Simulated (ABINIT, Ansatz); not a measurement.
## RbCl (Fm-3m): changed settings of a GW run in ABINIT

Aim: change inputs of a GW run on RbCl (Fm-3m) and see what moves.

Calculated with ABINIT 10.8.3; PBE and many-body steps on it, plane waves.

Most raw output is cut from this account.

**1. The starting structure**

The structure is cubic, space group Fm-3m (No. 225). The conventional cell has a = 6.579 Å, b = 6.579 Å, c = 6.579 Å, α = 90.00°, β = 90.00°, γ = 90.00°. Rb has 6 Cl at 3.29 Å nearest. Cl has 6 Rb at 3.29 Å nearest. Farther neighbours and most contacts between anions are not listed.

The cell and positions come from the Crystallography Open Database and are kept as given unless a step says otherwise.

**2. Screening, 4×4×4 mesh, 535 bands, screening to 283 eV**

This step: ABINIT 10.8.3; RPA screening on PBE, plane waves, norm-conserving pseudopotentials.

The RPA dielectric matrix is built and inverted for each q.

The input, run.abi:

```
acell 3*1.0 Angstrom
rprim 
  0.000000000000 3.289500000000 3.289500000000
  3.289500000000 0.000000000000 3.289500000000
  3.289500000000 3.289500000000 -0.000000000000
ntypat 2
znucl 37 17
natom 2
typat 1 2
xred 
  0.000000000000 0.000000000000 0.000000000000
  0.500000000000 0.500000000000 0.500000000000
pp_dirpath "pseudos"
pseudos "Rb.upf, Cl.upf"
ecut 25
ngkpt 4 4 4
nshiftk 1
shiftk 0 0 0
kptopt 1
chksymbreak 0
istwfk *1
occopt 1
irdwfk 1
optdriver 3
nband 535
ecuteps 10.4
inclvkb 2
awtr 1
symchi 1
indata_prefix "in"
outdata_prefix "out"
tmpdata_prefix "tmp"
```

Command:

```bash
OMP_NUM_THREADS=1 mpirun -n 4 abinit run.abi > log
```

Wall time 4.9 min (4 MPI ranks of Intel Xeon Platinum 8488C (Sapphire Rapids), shared host); peak memory 4 GiB; 20 min of CPU time.

This step gave:

- ε∞ with local fields, on this mesh, along the program's q direction: 2.189
- the same without local fields: 2.601
- plasma frequency: 17.60 eV
- plane waves in the screening matrix: 749

Local fields lower ε∞ by 16 %.

**3. Base**

The self-energy is evaluated for the states that the input lists, and the levels follow from it, in one-shot runs by the linearised quasiparticle equation.

This step: G0W0 on PBE, plane waves, norm-conserving pseudopotentials.

Edit run.abi of step 2 so:

```diff
@@ -23,8 +23,15 @@
 irdwfk 1
-optdriver 3
+optdriver 4
 nband 535
+gwcalctyp 0
+ecutsigx 25
+symsigma 1
+nkptgw 1
+kptgw 
+  0.0000000000 0.0000000000 0.0000000000
+bdgw 
+  6 12
 ecuteps 10.4
-inclvkb 2
-awtr 1
-symchi 1
+irdscr 1
+ppmodel 1
 indata_prefix "in"
```

Run time: 2.7 min. Hardware: 4 MPI ranks; peak memory 4.7 GiB.

This step gave:

| Property | Result |
| --- | --- |
| G0W0 gap on the points computed | 7.926 eV |
| starting gap on the mesh | 5.003 eV |
| k of the valence top | 0, 0, 0 |
| k of the conduction bottom | 0, 0, 0 |
| Z at the valence top | 0.804 |
| Z at the conduction bottom | 0.874 |
| least direct G0W0 gap on the computed points | 7.926 eV |

The gap on the mesh goes from 5.00 eV to 7.93 eV, a correction of +2.92 eV.

**4. Broadening of the poles**

Edit run.abi of step 3 so:

```diff
@@ -36,2 +36,3 @@
 ppmodel 1
+zcut 0.01 eV
 indata_prefix "in"
```

The job ended after 2.7 min (4 MPI ranks; peak memory 4.7 GiB).

Numbers from this step:

| Property | Result |
| --- | --- |
| G0W0 gap on the points computed | 7.925 eV |
| starting gap on the mesh | 5.003 eV |
| k of the valence top | 0, 0, 0 |
| k of the conduction bottom | 0, 0, 0 |
| Z at the valence top | 0.804 |
| Z at the conduction bottom | 0.874 |
| least direct G0W0 gap on the computed points | 7.925 eV |

Against G0W0 in ABINIT (4×4×4 mesh, 535 bands, screening to 283 eV, Godby-Needs plasmon pole), the gap moves by −0.001 eV.

**5. Exchange cutoff of one hartree**

Edit run.abi of step 4 so:

```diff
@@ -26,3 +26,3 @@
 gwcalctyp 0
-ecutsigx 25
+ecutsigx 1
 symsigma 1
@@ -36,3 +36,2 @@
 ppmodel 1
-zcut 0.01 eV
 indata_prefix "in"
```

The job ended after 4.6 s (4 MPI ranks; peak memory 0.72 GiB).

The run ended normally, though the input holds a fault or crude settings.

The fault put into this input: exchange cutoff of one hartree. It printed a gap of 5.09 eV, an artefact of the input.

**6. The runs together**

Times are wall times on 4 MPI ranks of Intel Xeon Platinum 8488C (Sapphire Rapids), shared host, good to a factor of about two. A run's time includes the screening step that it read.

```csv
run,mesh,bands,screening cutoff (eV),DFT gap (eV),gap on the mesh (eV),direct (eV),ε∞ used,time
base,4×4×4,535,283,5.003,7.926,7.926,2.19,7.7 min
broadening of the poles,4×4×4,535,283,5.003,7.925,7.925,2.19,7.6 min
```

**7. Results**

```yaml
base: 7.926 eV
broadening_of_the_poles: 7.925 eV
known_limits: not at the basis limit; no spin-orbit coupling
```

**Reading.** Broadening of the poles: no change against base (keys changed: zcut). Bands and cutoff are finite, so the gap is not at the basis limit. The miss can reach some tenths of an eV and take either sign; the mesh is an error of its own. In the G0W0 runs levels were corrected at 1 k point alone, so a gap called «on the mesh» is the least over those, and an edge elsewhere would be missed. The many-body steps are scalar-relativistic: spin-orbit coupling is not in them.

[Paths, hosts, dates, memory and timing lines, banners, echoed tables and standing remarks are left out of the program output.]

[Logs are printed without paths, hosts, clocks, repeated set-up lines and the standing remarks that a program may print on its own settings, such as how far it seeks lower states.]

[Runs of the session that timed out or met a known fault of the program may be left out.]

[Hosts, paths, dates, database ids (printed as entryN), source tags and the programs' standing remarks are cut or masked in the printed files.]

[G0W0 gaps are taken among the corrected bands and points alone; a level outside them can change the order at an edge.]

[Where Ansatz stands beside ABINIT at settings called matched, ABINIT's density can come from a denser mesh and the files from another edition; pairs whose starting gaps differed by over 0.03 eV were left out, so agreement reads better than it is.]
